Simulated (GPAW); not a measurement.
# WSe227 V2 d5p68: which magnetic order is lowest, part 2 of 2

Wanted: the moments of WSe227 V2 d5p68 and the energy of each order that was tried.

GPAW 26.7.0; PBE with U = 3.2 eV on V d; plane waves with GPAW's PAW setups, scalar-relativistic.

So far. Step 2 (Order 1, typed as ferro ++): After 40 cycles the largest moment stands at 1.55 μB.

## (3) Start 2: antiferro +-

Reversing part of the moments tests the sign of the couplings between them.

Input file order2.py:

```python
import json
import numpy as np
from ase import Atoms
from ase.parallel import paropen, parprint
from gpaw import GPAW

atoms = Atoms(['V', 'Se', 'Se', 'W', 'Se', 'Se', 'W', 'Se', 'Se', 'W', 'Se', 'Se', 'W', 'Se', 'Se', 'V', 'Se', 'Se', 'W', 'Se', 'Se', 'W', 'Se', 'Se', 'W', 'Se', 'Se'],
    cell=[[9.846, 0.0, 0.0],
         [-4.923, 8.526886, 0.0],
         [0.0, -0.0, 16.34]],
    scaled_positions=[[0.0, 0.0, 0.5],
         [0.222222, 0.111111, 0.602203],
         [0.222222, 0.111111, 0.397797],
         [0.0, 0.333333, 0.5],
         [0.222222, 0.444444, 0.602203],
         [0.222222, 0.444444, 0.397797],
         [0.0, 0.666667, 0.5],
         [0.222222, 0.777778, 0.602203],
         [0.222222, 0.777778, 0.397797],
         [0.333333, 0.0, 0.5],
         [0.555556, 0.111111, 0.602203],
         [0.555556, 0.111111, 0.397797],
         [0.333333, 0.333333, 0.5],
         [0.555556, 0.444444, 0.602203],
         [0.555556, 0.444444, 0.397797],
         [0.333333, 0.666667, 0.5],
         [0.555556, 0.777778, 0.602203],
         [0.555556, 0.777778, 0.397797],
         [0.666667, 0.0, 0.5],
         [0.888889, 0.111111, 0.602203],
         [0.888889, 0.111111, 0.397797],
         [0.666667, 0.333333, 0.5],
         [0.888889, 0.444444, 0.602203],
         [0.888889, 0.444444, 0.397797],
         [0.666667, 0.666667, 0.5],
         [0.888889, 0.777778, 0.602203],
         [0.888889, 0.777778, 0.397797]],
    pbc=True,
    magmoms=[2.0, 0.0, 0.0, 0.0, 0.0, 0.0, 0.0, 0.0, 0.0, 0.0, 0.0, 0.0, 0.0, 0.0, 0.0, -2.0, 0.0, 0.0, 0.0, 0.0, 0.0, 0.0, 0.0, 0.0, 0.0, 0.0, 0.0])
atoms.calc = GPAW(mode={'name': 'pw', 'ecut': 450},
    xc='PBE',
    kpts={'size': (3, 3, 1), 'gamma': True},
    occupations={'name': 'fermi-dirac', 'width': 0.05},
    convergence={'density': 1e-05, 'energy': 1e-05},
    maxiter=200,
    mixer={'name': 'pulay', 'beta': 0.05, 'nmaxold': 6, 'weight': 50},
    setups={'V': ':d,3.2'},
    symmetry={'tolerance': 1e-4},
    txt='order2.txt')
e = atoms.get_potential_energy(force_consistent=True)
res = {'free_energy': e, 'energy_sigma0': atoms.get_potential_energy(), 'fermi_energy': atoms.calc.get_fermi_level()}
res['moments'] = atoms.get_magnetic_moments().tolist()
res['total'] = atoms.get_magnetic_moment()
parprint('site moments (muB):', np.round(res['moments'], 3))
parprint(f"total moment: {res['total']:.3f} muB")
parprint(f'free energy: {e:.6f} eV')
atoms.calc.write('order2.gpw')
with paropen('results.json', 'w') as f:
    json.dump(res, f)
```

Run with:

```
OMP_NUM_THREADS=1 mpirun -n 4 gpaw python order2.py > order2.log
```

Numbers of over 12 decimals in the logs are rounded to 6 here.

Output:

```text
site moments (muB): [ 1.498 -0.034 -0.034  0.003  0.042  0.042  0.003  0.042  0.042  0.003
 -0.007 -0.007  0.003 -0.007 -0.007 -1.422  0.042  0.042  0.003 -0.034
 -0.034 -0.01  -0.007 -0.007  0.003 -0.034 -0.034]
total moment: 0.124 muB
free energy: -169.425714 eV

--- order2.txt ---
Input parameters:
  mode=PW(ecut=450),
  convergence={'density': 1e-05, 'energy': 1e-05},
  kpts=MonkhorstPack(size=(3, 3, 1), gamma=True),
  maxiter=200,
  mixer=Pulay(name='pulay', nmaxold=6, beta=0.05, weight=50, sigma=0.015, g_ss=None),
  occupations=Occupations(name='fermi-dirac', width=0.05),
  setups={'V': ':d,3.2'},
  symmetry=Symmetry(tolerance=0.0001),
  xc=XC(name='PBE')

Diagonalizing LCAO Hamiltonian
Converting LCAO to pw mode

                Se      Se      Se

           W      Se      Se      Se

             W  Se  Se  Se  Se  Se  Se

               V  Se   W  Se   W  Se

                    Se      Se      Se

Atoms  # Å, Bohr magnetons
|    | symbol |         x |        y |        z |    initial magnetic moments |
|----|--------|-----------|----------|----------|-----------------------------|
|  0 |      V |  0.000000 | 0.000000 | 8.170000 | ( 0.0000,  0.0000,  2.0000) |
|  1 |     Se |  1.640998 | 0.947431 | 9.839997 | ( 0.0000,  0.0000,  0.0000) |
|  2 |     Se |  1.640998 | 0.947431 | 6.500003 | ( 0.0000,  0.0000,  0.0000) |
|  3 |      W | -1.640998 | 2.842292 | 8.170000 | ( 0.0000,  0.0000,  0.0000) |
|  4 |     Se | -0.000000 | 3.789723 | 9.839997 | ( 0.0000,  0.0000,  0.0000) |
|  5 |     Se | -0.000000 | 3.789723 | 6.500003 | ( 0.0000,  0.0000,  0.0000) |
|  6 |      W | -3.282002 | 5.684594 | 8.170000 | ( 0.0000,  0.0000,  0.0000) |
|  7 |     Se | -1.641003 | 6.632024 | 9.839997 | ( 0.0000,  0.0000,  0.0000) |
|  8 |     Se | -1.641003 | 6.632024 | 6.500003 | ( 0.0000,  0.0000,  0.0000) |
|  9 |      W |  3.281997 | 0.000000 | 8.170000 | ( 0.0000,  0.0000,  0.0000) |
| 10 |     Se |  4.923005 | 0.947431 | 9.839997 | ( 0.0000,  0.0000,  0.0000) |
| 11 |     Se |  4.923005 | 0.947431 | 6.500003 | ( 0.0000,  0.0000,  0.0000) |
| 12 |      W |  1.640998 | 2.842292 | 8.170000 | ( 0.0000,  0.0000,  0.0000) |
| 13 |     Se |  3.282007 | 3.789723 | 9.839997 | ( 0.0000,  0.0000,  0.0000) |
| 14 |     Se |  3.282007 | 3.789723 | 6.500003 | ( 0.0000,  0.0000,  0.0000) |
| 15 |      V | -0.000005 | 5.684594 | 8.170000 | ( 0.0000,  0.0000, -2.0000) |
| 16 |     Se |  1.641003 | 6.632024 | 9.839997 | ( 0.0000,  0.0000,  0.0000) |
| 17 |     Se |  1.641003 | 6.632024 | 6.500003 | ( 0.0000,  0.0000,  0.0000) |
| 18 |      W |  6.564003 | 0.000000 | 8.170000 | ( 0.0000,  0.0000,  0.0000) |
| 19 |     Se |  8.205002 | 0.947431 | 9.839997 | ( 0.0000,  0.0000,  0.0000) |
| 20 |     Se |  8.205002 | 0.947431 | 6.500003 | ( 0.0000,  0.0000,  0.0000) |
| 21 |      W |  4.923005 | 2.842292 | 8.170000 | ( 0.0000,  0.0000,  0.0000) |
| 22 |     Se |  6.564003 | 3.789723 | 9.839997 | ( 0.0000,  0.0000,  0.0000) |
| 23 |     Se |  6.564003 | 3.789723 | 6.500003 | ( 0.0000,  0.0000,  0.0000) |
| 24 |      W |  3.282002 | 5.684594 | 8.170000 | ( 0.0000,  0.0000,  0.0000) |
| 25 |     Se |  4.923000 | 6.632024 | 9.839997 | ( 0.0000,  0.0000,  0.0000) |
| 26 |     Se |  4.923000 | 6.632024 | 6.500003 | ( 0.0000,  0.0000,  0.0000) |

Unit cell  # Å
| periodic |         x |         y |         z |   lengths |     angles |
|----------|-----------|-----------|-----------|-----------|------------|
|      yes |  9.846000 |  0.000000 |  0.000000 |  9.846000 |  90.000000 |
|      yes | -4.923000 |  8.526886 |  0.000000 |  9.846000 |  90.000000 |
|      yes |  0.000000 | -0.000000 | 16.340000 | 16.340000 | 120.000000 |

Number of symmetries: 12

BZ-sampling:
  Number of BZ points: 9
  Number of IBZ points: 3

  Monkhorst-Pack size: [3, 3, 1]
  Monkhorst-Pack shift: [0, 0, 0]

Plane wave coefficients: 29763
Cutoff: 450.000000 eV

Spin-components: 2 (collinear spins)
Bands:           144
Projectors:      144
Spin-degeneracy: 1
Datatype:        complex128

Parallelization:
  kpt:    2
  domain: 2
  band:   1

Density:
  Valence electrons: 232.0
  Components: 2
  Grid points: [49 49 80]
  Charge: 0.0  # |e|

Potential:
  Grid points: [49 49 80]

[... setups left out ...]
Reference energy: -4312906.271060  # eV

eigensolver:
  PPCG
  Converge bands: occupied
  niter=2

density mixing:
  Pulay-Mixer
  Linear mixing parameters: 0.05
  Old densities: 6
  Fourier metric: weight=50, sigma=0.015

occupation numbers:
  Fermi-Dirac:
    width: 0.0500  # eV

poisson solver:
  ecut: 3600.000000  # eV

xc functional:
  name: PBE with 2 nearest neighbor stencil

convergence criteria:
- Maximum integral of absolute [dens]ity change: 1e-05 electrons / valence electron
- Maximum [total energy] change in last 3 cyles: 1e-05 eV / valence electron
- Maximum integral of absolute [eigenst]ate change: 4e-08 eV^2 / valence electron
maximum number of iterations: 200

SCF iterations
|iter     |      energy | eigst |  dens |  magmom |
|---------|-------------|-------|-------|---------|
|iter:   1|       0s | -170.893659 | +0.44 |       |  +0.0000|
|iter:   2|      17s | -170.883684 | -0.84 | -1.15 |  -0.0024|
|iter:   3|      33s | -170.269567 | -1.61 | -1.20 |  -0.0024|
|iter:   4|      49s | -169.412745 | -1.49 | -1.24 |  +0.0020|
|iter:   5|      65s | -169.203197 | -1.40 | -1.39 |  +0.0116|
|iter:   6|      81s | -169.374521 | -1.78 | -1.61 |  +0.0605|
|iter:   7|      97s | -169.347100 | -2.88 | -1.99 |  +0.0597|
|iter:   8|     114s | -169.327055 | -2.37 | -2.09 |  +0.0590|
|iter:   9|     130s | -169.319101 | -3.65 | -2.42 |  +0.0571|
|iter:  10|     146s | -169.334296 | -3.45 | -2.40 |  +0.0582|
[... 27 iterations left out ...]
|iter:  38|     568s | -169.378760c| -7.74c| -4.77 |  +0.1226|
|iter:  39|     582s | -169.378775c| -7.42c| -4.79 |  +0.1236|
|iter:  40|     590s | -169.378776c| -8.05c| -4.82 |  +0.1237|
|iter:  41|     599s | -169.378774c| -8.23c| -4.82 |  +0.1238|
|iter:  42|     607s | -169.378782c| -7.91c| -4.80 |  +0.1239|
|iter:  43|     615s | -169.378781c| -8.02c| -4.90 |  +0.1237|
|iter:  44|     624s | -169.378783c| -8.18c| -4.92 |  +0.1238|
|iter:  45|     632s | -169.378781c| -8.32c| -4.89 |  +0.1239|
|iter:  46|     640s | -169.378779c| -8.20c| -4.91 |  +0.1237|
|iter:  47|     649s | -169.378780c| -8.46c| -5.00c|  +0.1236|

Converged in 47 steps
Energy contributions relative to reference atoms: (reference = -4312906.271060)

Energy contributions:
  Kinetic:         210.135896
  Coulomb:        -211.809013
  Zero:             -0.786099
  External:          0.000000
  Xc:             -166.872629
  Entropy:          -0.093870
  Spinorbit:         0.000000
  ----------------------------
  Free energy:    -169.425714
  Extrapolated:   -169.378780

dipole moment: (-9.632125, -106.328586, 0.001198)  # |e|*Ang

Total magnetic moment: (0.000000, 0.000000, 0.123635)

Local magnetic moments
|        x |        y |         z |
|----------|----------|-----------|
| 0.000000 | 0.000000 |  1.498139 |  # V    0
| 0.000000 | 0.000000 | -0.033682 |  # Se   1
| 0.000000 | 0.000000 | -0.033682 |  # Se   2
| 0.000000 | 0.000000 |  0.003357 |  # W    3
| 0.000000 | 0.000000 |  0.042089 |  # Se   4
| 0.000000 | 0.000000 |  0.042089 |  # Se   5
| 0.000000 | 0.000000 |  0.003357 |  # W    6
| 0.000000 | 0.000000 |  0.042089 |  # Se   7
| 0.000000 | 0.000000 |  0.042089 |  # Se   8
| 0.000000 | 0.000000 |  0.003357 |  # W    9
| 0.000000 | 0.000000 | -0.007382 |  # Se  10
| 0.000000 | 0.000000 | -0.007382 |  # Se  11
[...]
| 0.000000 | 0.000000 | -0.033682 |  # Se  19
| 0.000000 | 0.000000 | -0.033682 |  # Se  20
| 0.000000 | 0.000000 | -0.010013 |  # W   21
| 0.000000 | 0.000000 | -0.007382 |  # Se  22
| 0.000000 | 0.000000 | -0.007382 |  # Se  23
| 0.000000 | 0.000000 |  0.003357 |  # W   24
| 0.000000 | 0.000000 | -0.033682 |  # Se  25
| 0.000000 | 0.000000 | -0.033682 |  # Se  26

Fermi level: 0.123
Eigenvalues  # (at kpt = [0.000, 0.000, 0.000])
| band index |      eig [eV] | occ [0-1] |      eig [eV] | occ [0-1] |
|------------|---------------|-----------|---------------|-----------|
|          0 |       -73.797 |     1.000 |       -73.796 |     1.000 |
|        ... |               |           |               |           |
|        107 |        -1.072 |     1.000 |        -1.011 |     1.000 |
|        108 |        -0.975 |     1.000 |        -0.982 |     1.000 |
|        109 |        -0.897 |     1.000 |        -0.865 |     1.000 |
|        110 |        -0.689 |     1.000 |        -0.694 |     1.000 |
|        111 |        -0.689 |     1.000 |        -0.694 |     1.000 |
|        112 |        -0.614 |     1.000 |        -0.666 |     1.000 |
|        113 |        -0.614 |     1.000 |        -0.666 |     1.000 |
|        114 |         0.004 |     0.916 |        -0.038 |     0.962 |
|        115 |         0.245 |     0.081 |         0.302 |     0.027 |
|        116 |         0.245 |     0.081 |         0.302 |     0.027 |
|        117 |         0.885 |     0.000 |         0.953 |     0.000 |
|        118 |         1.689 |     0.000 |         1.715 |     0.000 |
|        119 |         1.689 |     0.000 |         1.715 |     0.000 |
|        120 |         1.761 |     0.000 |         1.764 |     0.000 |
|        121 |         2.124 |     0.000 |         2.104 |     0.000 |
|        122 |         2.296 |     0.000 |         2.293 |     0.000 |
|        ... |               |           |               |           |
|        143 |         3.597 |     0.000 |         3.657 |     0.000 |

No gap
No difference between direct/indirect transitions
```

Elapsed: 11 min, on 4 MPI ranks of Arm Neoverse V2, shared host; peak memory 2.4 GiB.

Spin moment in the augmentation sphere by element, in μB:

```tsv
element	atoms	mean	spread (r.m.s.)	least	largest
V	2	0.04	1.46	-1.42	1.50
Se	18	0.00	0.03	-0.03	0.04
W	7	0.00	0.00	-0.01	0.00
```

The atoms farthest from the mean of their element:

```tsv
atom	x, y, z (Å)	spin moment in the augmentation sphere (μB)
V1	0.00, 0.00, 8.17	1.50
V16	0.00, 5.68, 8.17	-1.42
Se6	0.00, 3.79, 6.50	0.04
Se8	-1.64, 6.63, 9.84	0.04
Se9	-1.64, 6.63, 6.50	0.04
Se5	0.00, 3.79, 9.84	0.04
Se18	1.64, 6.63, 6.50	0.04
Se17	1.64, 6.63, 9.84	0.04
```

This step gave:

```
magnetization : 0.1236 μB
final state   : ferrimagnetic
```

It lies 65.5 meV a seeded atom over the first start, and its largest moment is 1.50 μB against 1.55 μB.

## (4) Energies of the orders

These are free energies at a smearing of 0.05 eV, so its entropy term is in the differences. They are divided by the number of seeded atoms, so that cells of unlike size compare.

Orders:

```tsv
start	final state	typed order kept	energy over the lowest (meV a seeded atom)	largest site moment (μB)	net moment (μB a primitive cell)	mesh matched	CPU time (s)
ferro ++	ferromagnetic	yes	0	1.552	1.989	yes	2412
antiferro +-	ferrimagnetic	yes	65.51	1.498	0.1236	yes	2694
```

## (5) Results

- lowest state found: ferromagnetic (typed ferro ++)
- largest site moment: 1.55 μB
- next state: ferrimagnetic, 65.5 meV a seeded atom higher

The lowest state found is ferromagnetic, reached from the start ferro ++, with moments up to 1.55 μB. The next state costs 66 meV a seeded atom. Only 2 starts are shown; other collinear patterns, canted and longer-period orders are not. Under a U a part-filled d shell can order its orbitals; no such lower state was searched for, and the cell's symmetry can forbid it.

[Logs and program files are shortened in this print: banners, set-up blocks, solver, clock and traceback lines can be left out without a mark of their own.]

[Logs are printed without paths, hosts, clocks, repeated set-up lines and the standing remarks that a program may print on its own settings, such as how far it seeks lower states.]

[Hosts, paths, dates, database ids (printed as entryN), source tags and the programs' standing remarks are cut or masked in the printed files.]

[Where a cell is said to come from a database of computed structures, the database is the Materials Project.]
